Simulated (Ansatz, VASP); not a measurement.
## BaTe in VASP and in Ansatz

```
Ba Te
1.0
     0.00000    3.68737    3.68737
     3.68737    0.00000    3.68737
     3.68737    3.68737    0.00000
Ba Te
1 1
Direct
  0.00000 0.00000 0.00000
  0.50000 0.50000 0.50000
```

Alike in both runs: functional r2SCAN; k mesh 8 × 8 × 8; occupations gaussian, width 0.02 eV; no spin polarisation.

Ansatz relaxed the structure, and its values are those at the end. VASP's run is a single point on that final structure, the one shown.

|  | VASP | Ansatz |
| --- | --- | --- |
| version | VASP 6.6.1 | Ansatz 0.2.0 |
| potentials or method | VASP PAW PBE potentials, release 64 (Ba_sv, Te) | scalar-relativistic, plane waves, PAW |
| plane-wave cutoff (eV) | 520 | 500 |
| valence electrons in the cell | 16 | 26 |

VASP gave:

- gap on the k mesh at the Fermi level (eV): 2.15
- least direct gap on the mesh (eV): 2.52
- pressure (GPa): -2.8

What did Ansatz give for the same quantities?

gap on the k mesh at the Fermi level (eV): 2.20; least direct gap on the mesh (eV): 2.55; pressure (GPa): -3.0.

The two sets of potentials don't hold the same shells in valence.

Caveats: the PAW data sets were made with another functional, which shifts forces and pressure a little (VASP); spin-orbit coupling is left out, which moves the levels of the heavy elements. r2SCAN opens gaps a little over a GGA but as a rule still falls short of measured ones. A k mesh can miss the band edges.
